# Which vibrations of a layered oxide absorb infrared light, and how strongly

Silicon and oxygen both carry charge, so at first sight nearly every vibration of SiO₂ should absorb infrared light, with a strength set by the charges and masses. In the layered crystal below, only three of fifteen vibrations absorb to any useful extent, and one of these is four times weaker than the other two. Yet the strengths follow from one short formula and two charges. A second formula locates a vibration that infrared light can't see.

Zone-centre optical phonons of layered SiO₂ (six-atom cell), calculated by linear response in Ansatz 0.2.0 with the PBE functional, D3(BJ) dispersion, PAW, a 420 eV plane-wave cutoff and a 10 × 10 × 4 k mesh. Frequencies are for zero macroscopic field, and each intensity is summed over the listed level.

```tsv
row	phonon frequency (cm^-1)	degeneracy	infrared intensity ((D/angstrom)^2/amu)
1	33.9	1	0.00
2	33.9	1	0.00
3	82.5	1	0.00
4	537.0	1	0.01
5	537.0	1	0.01
6	538.5	1	0.00
7	538.5	1	0.00
8	555.8	1	49.74
9	555.9	1	49.74
10	556.8	1	0.00
11	556.9	1	0.00
12	685.9	1	0.00
13	693.2	1	0.00
14	836.0	1	12.00
15	943.0	1	0.00
```

The crystal consists of flat sheets, each with a layer of silicon between two layers of oxygen. It is a computed form, perhaps metastable or never made, in which silicon has six oxygen neighbours. Quartz has four, so these frequencies shouldn't be used to assign a quartz spectrum. In the table, "phonon frequency" is the frequency of a vibration and "infrared intensity" measures how strongly its changing dipole couples to light.

## Count the dipoles first

A vibration absorbs only if it changes the dipole of the whole cell. Rows 1 to 3 are whole sheets moving against each other; a sheet is neutral, so they make no dipole. Within a sheet, the two oxygens can move oppositely while silicon rests, and their dipoles cancel. What remains is silicon moving one way and both oxygens the other, in two directions along the sheet and one across it.

The cell holds two sheets, so each of these motions occurs twice: once with the sheets in step and once with them opposed. Opposed dipoles cancel, which leaves three absorbing vibrations, rows 8, 9 and 14. Rows 8 and 9 are really one doubly degenerate level, printed as two because the calculation used less symmetry than the crystal has; their intensities add. The count gives zero for the other twelve rows, where the table never exceeds 0.01. For rows 4, 5 and 12 the cancellation is close but not exact: the two oxygens of a sheet are not quite equivalent here, so symmetry allows these rows a weak absorption.

## Strength from charge and mass

Let Z be the effective charge of silicon, that is, the dipole created per unit displacement, in elementary charges. Each oxygen then carries −Z/2. The centre of mass stays at rest, so the motion behaves like a single mass μ, the reduced mass of one silicon against two oxygens, which is 14.96 amu. Two sheets in step give

intensity = 2 × (4.803 Z)² / μ ≈ 3.085 Z²,

where 4.803 converts elementary charges into debye per ångström.

Take row 8, with motion along the sheets. The simplest choice for Z is the formal charge of silicon, 4. The formula gives 3.085 × 16 = 49.4, less than 1% below the calculated 49.74. The match is close because the effective charge found in the same calculation is 4.02 in this direction. Effective charges need not equal formal ones, so this agreement belongs to this crystal.

For row 14, with motion across the sheets, the same charge would overestimate the intensity fourfold. Here the rule needs a second charge, Z = 2, which gives 12.3 against 12.00. This value is rounded from the effective charge found in the same calculation, so row 14 doesn't test it independently. With the true charges, the formula is the summed intensity of all vibrations polarised in that direction. The agreement shows that one vibration carries nearly all of it, as it should if silicon moves against both oxygens. The atomic motions listed by the run show directly that it does.

## Why the charge halves across the sheets

Dipoles along a wide sheet put no charge on its faces. Dipoles across it charge one face positively and the other negatively, like a capacitor, and the field between the faces opposes the dipole. Even when the field averaged over the crystal is zero, an opposing field remains inside the sheets and is balanced by the field in the gaps. The electrons follow this inner field and cancel part of the dipole.

A crude estimate treats each sheet as a uniform slab, with its thickness and polarisability chosen to reproduce the crystal's calculated electronic dielectric constants. It lowers the charge by a factor of 1.6, whereas the calculation gives 2.0. The capacitor picture therefore gives the right direction and the rough size, but not a charge good enough for the intensity. The slab may be too simple, or the sheet's own charge may differ between the two directions.

## Finding the infrared-inactive partner

The atomic motions listed by the run identify the vibrations across the sheets. In rows 12 and 13 the two oxygens of a sheet move oppositely, so these are the two versions of the nonpolar motion. In row 14 silicon moves against both oxygens. That leaves row 15 as the partner of row 14: the same motion across the sheets, with the two sheets opposed. It has no infrared intensity, though symmetry allows it in Raman scattering, and it lies 107 cm⁻¹ higher. Direct contact between the sheets is an obvious suspect, but it is weak. In row 3 whole sheets press against each other, and the frequency is only 82.5 cm⁻¹. The nonpolar pair, which would feel the same contact, is split by just 7 cm⁻¹. Contact this soft is expected to explain only a small part of the wide gap.

Electrostatics offers a better explanation. When the sheets move in step, their capacitor voltages add up. The table is calculated for zero average field, which requires a compensating field along the dipoles; this field helps the displacement and lowers the frequency. When the sheets move oppositely, their voltages cancel without help, so each sheet feels its full opposing field and vibrates faster.

Each sheet is then in the same electrical state as in the longitudinal (LO) version of row 14 across the sheets, so the size of the effect is the usual LO–TO shift and follows from the intensity of the in-step vibration:

(upper frequency)² = (lower frequency)² + C × intensity / (V × ε).

Here V is the cell volume, 6 × 9.56 = 57.4 Å³, and ε is the electronic dielectric constant across the sheets, 2.36 in this calculation. The constant C = 2.13 × 10⁶ collects 4π and the units, for frequencies in cm⁻¹ and intensities as in the table.

Row 15 can now be worked out by hand:

1. The rule gives the intensity of row 14 as 3.085 × 4 = 12.34.
2. The added term is 2.13 × 10⁶ × 12.34 / (57.4 × 2.36) ≈ 194 000 cm⁻².
3. The square of 836 is about 699 000, so the sum is 893 000.
4. The square root is 945 cm⁻¹, against 943 in the table.

The estimate misses by 2 cm⁻¹, or about 2% of the gap it had to explain. The calculated intensity of row 14 gives 942.1 instead, and the neglected contact between the sheets is expected to add a few cm⁻¹, so the rule is good to a few cm⁻¹ and no better. The frequency of row 15 was not used, but that of row 14 was.

Two limiting cases show when to expect such a gap. If the sheets are pulled far apart, V grows and the added term vanishes: each sheet then vibrates alone, and it no longer matters what its neighbour does. If the dipoles lie along the sheets, there are no charged faces and the term must be left out, however strong the absorption. Row 8 is four times as intense as row 14, yet its opposed partner, row 10, lies only 1 cm⁻¹ higher. Using the formula there by mistake, with the dielectric constant along the sheets, 3.24, would put row 10 at 938 cm⁻¹ instead of 557.

## Using the rule, and where it stops

For a similar crystal of neutral sheets, first sort the motions into those along and those across the sheets. Keep the ones in which the metal moves against both oxygens with all sheets in step, and estimate their intensities from the first formula, with its leading 2 replaced by the number of sheets in the cell. A heavier metal raises μ, but never beyond the mass of the two oxygens, 32 amu. At equal charge, this can weaken the absorption by a factor of about two at most. Apply the field term only to motion across the sheets. With one sheet in the cell there is no opposed partner at the zone centre, and the term gives the LO frequency instead.

The charge across the sheets has to be found afresh for each crystal, because it depends on how thick and polarisable the sheets are and how closely they are stacked. The charge of 4 along the sheets is tested here only for silicon. It may fail for another tetravalent element: titanium in its oxides, for instance, often has an effective charge well above 4. The mass formula also relies on there being essentially one way for the atoms in a sheet to make a dipole in a given direction. In quartz there are several, masses alone no longer fix the motion, and charges and masses give only the intensity summed over them.

The rule doesn't supply the starting frequencies, and a shortcut based on masses fails along the sheets. In row 4 the oxygens move oppositely and silicon rests. Carrying that stiffness over to row 8, where silicon moves too, gives 785 cm⁻¹, which is 41% too high. Forces between the dipoles may soften row 8, and repulsion between oxygens may stiffen row 4; the table can't separate the two. Across the sheets the same shortcut from row 12 gives 1003 cm⁻¹, 6% above row 15 but 20% above the absorbing row 14. Take the frequency of the absorbing vibration from a measurement or a calculation.

A calculated frequency brings its own error, since density functionals of the kind used here often place vibrations a few per cent too low. That can exceed the 2 cm⁻¹ miss for row 15 many times over. The run also records no convergence test for the field response behind its charges and intensities. The rule's accuracy is its agreement with this calculation, not with a measured spectrum.
